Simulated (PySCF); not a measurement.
Crystal: BAs.

```
CELL_PARAMETERS angstrom
0.00000 2.38850 2.38850
2.38850 0.00000 2.38850
2.38850 2.38850 0.00000
ATOMIC_POSITIONS crystal
As 0.75000 0.75000 0.75000
B 0.00000 0.00000 0.00000
```

Base run:

```yaml
Program: PySCF 2.14.0
Functional: PBEsol
Potentials_or_basis: DZVP-MOLOPT-SR/GTH-PBE (potentials made for PBE)
k_mesh: 10 × 10 × 10
Occupations: fermi-dirac, width 0.05 eV
Spin: no spin polarisation
```

Its results: band gap on the k mesh 1.09 eV, indirect (least direct gap 3.30 eV).

Question: The run is repeated on the same cell with these changes: functional from PBEsol to PBE. What comes out?

Answer: Band gap on the k mesh 1.23 eV, indirect (least direct gap 3.34 eV).

Caveats: the basis of atomic orbitals isn't converged, which shifts pressures, moduli and gaps.

A k mesh can miss the band edges.

Not every run made on this cell is shown here.
